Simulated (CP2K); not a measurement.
The system is RbCl.

```
Rb Cl
1.0
     4.63014    0.00000    0.00000
     2.31507    4.00981    0.00000
     2.31507    1.33660    3.78049
Rb Cl
1 1
Direct
  0.00000 0.00000 0.00000
  0.50000 0.50000 0.50000
```

Base run:

- Program: CP2K 2026.2
- Functional: r2SCAN
- Potentials or basis: GTH_POTENTIALS Rb GTH-PBE-q9, Cl GTH-PBE-q7; DZVP-MOLOPT-SR-GTH basis
- Density cutoff: 9184 eV
- k mesh: 7 × 7 × 7
- Occupations: fermi-dirac, width 0.05 eV
- Spin: no spin polarisation

Its results: band gap on the k mesh 5.60 eV, direct; pressure 0.7 GPa.

The run is repeated on the same cell with these changes: functional from r2SCAN to PBE; density cutoff from 9184 eV to 6123 eV; cutoff of the grids from 675 Ry to 450 Ry. What comes out?

Band gap on the k mesh 4.99 eV, direct; pressure 1.4 GPa.

Caveats: the basis of atomic orbitals isn't converged, which shifts pressures, moduli and gaps; the potentials were made for another functional, which shifts forces and pressure (some runs).
